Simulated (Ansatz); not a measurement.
## Calculated with Ansatz: Mg2Sn, single run

The command:

```bash
ansatz run input.yaml --threads 1 --pin off --max-ram 2560MiB --backend cpu --events-out ev --progress --plain --runs-dir out
```

Input:

```yaml
crystal:
  lattice:
    - [0.0, 3.408457, 3.408457]
    - [3.408457, 0.0, 3.408457]
    - [3.408457, 3.408457, 0.0]
  atoms:
    - { symbol: Sn, position: [0.0, 0.0, 0.0] }
    - { symbol: Mg, position: [0.25, 0.25, 0.25] }
    - { symbol: Mg, position: [0.75, 0.75, 0.75] }
  symmetry: { tolerance: 0.0003 }
kpoints:
  mp_grid: { grid: [5, 5, 5], shift: [0, 0, 0] }
magnetization:
  spin_polarized: false
scf:
  occupations: { method: gaussian, width: 0.025 }
  lower_state_search: standard
hamiltonian:
  pseudopotentials: { kind: paw }
  xc: pbe
basis:
  ecutwfc: 420
output:
  forces: true
  stress: true
  eigenvalues: true
```

Origin of the cell: a database entry, scaled a little.

Output (shortened):

```
SCF iter   1: F=—  HF=-9872.324309 eV  Δρ=2.53e-3  dr2=1.29e-2
SCF iter   2: F=—  HF=-9872.319607 eV  Δρ=1.31e-3  dr2=5.61e-4  defer=3
SCF iter   3: F=—  HF=-9872.319913 eV  Δρ=4.16e-4  dr2=9.60e-5  defer=3
SCF iter   4: F=—  HF=-9872.319866 eV  Δρ=1.05e-4  dr2=9.21e-6  defer=3
SCF iter   5: F=—  HF=-9872.319866 eV  Δρ=1.71e-5  dr2=1.37e-7  defer=3
SCF iter   6: F=-9872.319866 eV  HF=-9872.319866 eV  Δρ=4.20e-6  dr2=9.30e-9
SCF 1 converged in 6 iterations: F = -9872.319866 eV  dr2 = 9.30e-9
SCF converged after 6 iterations
Free energy (F): -9872.319866 eV
Harris-Foulkes:  -9872.319866 eV  (|F-HF|=3.85e-9)
Internal energy: -9872.319189 eV  (E = F + TS)
E sigma→0 (E₀):  -9872.319527 eV
Entropy (-TS):   -0.000677 eV (-0.226 meV/atom)
Fermi energy:    6.731862 eV
--- Per-component energies (eV) ---
  E_band       = -834.747564
  E_kinetic    = 338.516972
  E_local      = -4422.789110  (includes V_loc(G=0)·N_el)
  E_nonlocal   = 159.066678
  E_hartree    = 1838.318604
  E_xc         = -439.364765
  E_vxc        = -169.664407  (∫ρ·V_xc dr)
  E_paw        = -4723.980816  (= ΣΔE_a)
  E_vpaw       = -416.510901  (= ΣTr[D̂ρ^β])
  E_aug_tail   = -0.000003  (compensation charges beyond the density's cutoff)
  E_ewald      = -2622.086747
  E_smearing   = -0.000677  (= −TS)
  Σ components = -9872.319866   (vs F -9872.319866, Δ=0.00e0)
--- Forces (eV/Å), atoms counted from 1 ---
  atom   1  Sn    -0.000000     0.000000     0.000000
  atom   2  Mg    -0.000000     0.000000     0.000000
  atom   3  Mg     0.000000     0.000000    -0.000000
  max |Σ_I F_I| component: 1.16e-17 eV/Å
--- Stress (GPa, compression-positive) ---
       -0.014753      -0.000000       0.000000
        0.000000      -0.014753      -0.000000
        0.000000       0.000000      -0.014753
  P = ⅓ Tr σ = -0.0148 GPa (-0.148 kbar)
```

Caveats: the k mesh is coarse if the cell is a metal.

It ran for 1.3 s on 1 thread of Arm Neoverse V1, with other jobs on the host, peak memory 0.31 GiB, from the program's own first density.
